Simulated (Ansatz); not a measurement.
Crystal: HfN.

```
CELL_PARAMETERS angstrom
0.00000 2.25600 2.25600
2.25600 0.00000 2.25600
2.25600 2.25600 0.00000
ATOMIC_POSITIONS crystal
Hf 0.00000 0.00000 0.00000
N 0.50000 0.50000 0.50000
```

Base run:

| Item | Value |
| --- | --- |
| Program | Ansatz 0.2.0 |
| Functional | revPBE |
| Potentials or basis | all-electron LAPW, scalar-relativistic |
| Cutoff | 344 eV (chosen from the basis error) |
| Basis error allowed | 0.001 eV/atom |
| k mesh | 10 × 10 × 10 |
| Occupations | fermi-dirac, width 0.05 eV |
| Spin | no spin polarisation |

Its results: pressure 10.0 GPa.

Task: The run is repeated on the same cell with these changes: functional from revPBE to PBE. What comes out?

Result: Pressure 6.7 GPa.

PBE binds more tightly than revPBE, so the same cell stands under less pressure.
